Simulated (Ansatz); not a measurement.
# KI: computed DOS

```
CELL_PARAMETERS angstrom
0.00000 3.52455 3.52455
3.52455 0.00000 3.52455
3.52455 3.52455 0.00000
ATOMIC_POSITIONS crystal
K 0.00000 0.00000 0.00000
I 0.50000 0.50000 0.50000
```

The cell is COD entry 9009735, as deposited and not checked against the literature; nothing was relaxed.

No spin–orbit coupling, which matters for the heavy atoms here.

All numbers below come from DFT, PBE, all-electron LAPW, scalar-relativistic in Ansatz 0.2.0.

The runs use a Γ-centred 8×8×8 k mesh, Fermi–Dirac smearing of 0.01 eV, basis error target 1 meV/atom, no spin polarisation.

Question: Which of the resolved shells contributes most in the top eV of the valence band?

Answer: I 5p, with 98 % of all states there; K 4s follows with 1 %.

Question: Tabulate the density of states.

Answer: States per eV and cell, averaged over 0.6 eV, from -1.6 to 6.0 eV, with energies (bin centres) from the valence-band top; empty bins are left out. The partial columns, the largest 3 alone, are projections on Löwdin-orthogonalised atomic shells (those that the program's projection atoms carry: the occupied ones and, for some elements, an empty d or f shell; other empty shells have no column), summed over atoms of an element. Weights on diffuse s and p shells depend on that basis and aren't pure angular character.
```csv
E (eV),total,I 5p,K 4s,I 5s
-1.4,0.51,0.43,0.07,0.00
-0.8,4.02,3.70,0.25,0.01
-0.2,5.48,5.39,0.02,0.00
4.0,0.01,0.00,0.01,0.00
4.6,0.14,0.01,0.10,0.02
5.2,0.89,0.04,0.30,0.05
5.8,2.50,0.06,0.55,0.04
```
